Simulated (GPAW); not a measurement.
A run of GPAW 26.7.0 is set up as follows.

File run.py:

```python
from ase.eos import EquationOfState
from ase.io import Trajectory, read
from ase.units import GPa
from gpaw import GPAW, PW

atoms = read('RbCl.xyz')

traj = Trajectory('eos.traj', 'w')
volumes, energies = [], []
for x in [0.94, 0.96, 0.98, 1.0, 1.02, 1.04, 1.06]:
    a = atoms.copy()
    a.set_cell(atoms.cell * x**(1 / 3), scale_atoms=True)
    calc = GPAW(mode=PW(600),
                xc='PBE',
                kpts={'size': (7, 7, 7), 'gamma': True},
                occupations={'name': 'fermi-dirac', 'width': 0.05},
                nbands=16,
                convergence={'density': 1e-05, 'energy': 1e-05},
                maxiter=150,
                txt=f'eos-{x:.2f}.txt')
    a.calc = calc
    energies.append(a.get_potential_energy(force_consistent=True))
    volumes.append(a.get_volume())
    p = -a.get_stress()[:3].mean() / GPa
    calc.write(f'eos-{x:.2f}.gpw')
    traj.write(a)
    print(f'{x:.2f} {volumes[-1]:10.4f} A^3 {energies[-1]:14.6f} eV {p:9.3f} GPa', flush=True)

v0, e0, B = EquationOfState(volumes, energies, eos='birchmurnaghan').fit()
print(f'V0 = {v0:.4f} A^3, E0 = {e0:.6f} eV, B0 = {B / GPa:.2f} GPa')
```

RbCl.xyz

```xyz
2
Lattice="0.0000000000 3.2740000000 3.2740000000 3.2740000000 0.0000000000 3.2740000000 3.2740000000 3.2740000000 0.0000000000" Properties=species:S:1:pos:R:3 pbc="T T T"
Rb     0.0000000000      0.0000000000      0.0000000000
Cl     3.2740000000      3.2740000000      3.2740000000
```

Potentials or basis: GPAW PAW data sets (gpaw-data 1.2.1), pw.

Launch:

```sh
$ OMP_NUM_THREADS=1 python run.py
```

**Question.** What does it give for the bulk modulus?

**Answer.** 14.2 GPa (rough).

**Question.** What does it give for the equilibrium volume?

**Answer.** 37.65 Å³/atom (rough: see the caveat).

Energy against volume, from the lowest point:
```csv
volume (Å³/atom),energy (meV/atom)
32.989,33.12
33.690,22.85
34.392,14.76
35.094,8.63
35.796,4.25
36.498,1.43
37.200,0.00
```

Caveat: the minimum lies outside the volumes run.
